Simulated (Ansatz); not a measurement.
## Ge: from a guess to a relaxed structure

All numbers below come from DFT PBE+D3(BJ), scalar-relativistic, plane waves, PAW (Ansatz 0.2.0). Cutoff 420 eV, Gaussian smearing, Γ-centred meshes. Cell and atoms relax first on a coarse mesh and then on a finer one. In between, the cell is made exact in the group found at 0.06 Å. In metals the finer mesh still leaves noise of several meV/atom or more. The steps can't lower the symmetry of their start. No spin polarisation.

Recipe of this trial structure of Ge: sheets of the P type stacked in turn (P-3m1, No. 164) (elements of the layers in order: Ge (P type), Ge (P type)). A sheet's type names the database crystal that the layer was cut from.

```cif
data_structure
_symmetry_space_group_name_H-M 'P-3m1'
_symmetry_Int_Tables_number 164
_cell_length_a 3.8708
_cell_length_b 3.8708
_cell_length_c 4.5123
_cell_angle_alpha 90.000
_cell_angle_beta 90.000
_cell_angle_gamma 120.000
_cell_volume 58.55
loop_
_atom_site_label
_atom_site_type_symbol
_atom_site_symmetry_multiplicity
_atom_site_Wyckoff_symbol
_atom_site_fract_x
_atom_site_fract_y
_atom_site_fract_z
_atom_site_occupancy
Ge1 Ge 2 d 0.66667 0.33333 0.14098 1
```

Energies count from the standard state of Ge at the same level.

Question: What does it relax into?

Answer: The symmetry stays P-3m1 (No. 164). The volume per atom shrinks by 17.7 %, from 29.3 to 24.1 Å³. The shortest distance goes from 2.57 Å (Ge–Ge) to 2.54 Å (Ge–Ge). The ratio c/a of the conventional cell changes by a factor of 0.70. The energy falls by about 0.33 eV/atom (the start's value is from the coarse mesh). Conventional cell: a = 4.090 Å, c = 3.327 Å. Ge has 3 Ge at 2.54 Å.

```
CELL_PARAMETERS angstrom
4.09041 0.00000 0.00000
-2.04520 3.54240 0.00000
0.00000 0.00000 3.32658
ATOMIC_POSITIONS crystal
Ge 0.66667 0.33333 0.14086
Ge 0.33333 0.66667 0.85914
```

Question: Give its energy and gap.

Answer: The energy over the standard state is +0.28 eV/atom and the gap on the 15×15×16 mesh of the 2-atom cell is 0 eV (a metal).

So it is a metastable form at best.

The last run used Gaussian smearing of 0.10 eV. Symmetry constrained the relaxation, so the result can be a saddle point.
